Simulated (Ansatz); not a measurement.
MgF2:
```yaml
crystal:
  lattice:
    - [4.69803, 0.00000, 0.00000]
    - [0.00000, 4.69803, 0.00000]
    - [0.00000, 0.00000, 3.09267]
  atoms:
    - { symbol: Mg, position: [0.00000, 0.00000, 0.00000] }
    - { symbol: Mg, position: [0.50000, 0.50000, 0.50000] }
    - { symbol: F, position: [0.30357, 0.30357, 0.00000] }
    - { symbol: F, position: [0.19643, 0.80357, 0.50000] }
    - { symbol: F, position: [0.69643, 0.69643, 0.00000] }
    - { symbol: F, position: [0.80357, 0.19643, 0.50000] }
```

x, y and z are the axes in which the lattice vectors are written.

Task: Give the high-frequency dielectric tensor and the Born effective charge tensors of the independent atoms from DFPT, the program Ansatz at the PBE level (PAW).

Result: 
ε∞:
```
2.00  0.00  0.00
0.00  2.00  0.00
0.00  0.00  2.04
```
Z* of atom 1 (Mg), rows: field, columns: displacement, in e:
```
1.99  0.05  0.00
0.05  1.99  0.00
0.00  0.00  2.09
```
Z* of atom 3 (F), rows: field, columns: displacement, in e:
```
-1.00  -0.22   0.00
-0.22  -1.00   0.00
 0.00   0.00  -1.05
```

Static charges for comparison (Bader): Mg1 +1.78, F3 -0.89 e. Born charges measure polarisation by displacement and can exceed these by far.

Space group P4_2/mnm (rutile). Symmetry was held in the PBE relaxation; phonons on a q-mesh show no instability.

Potentials: the later of the program's two PAW sets.
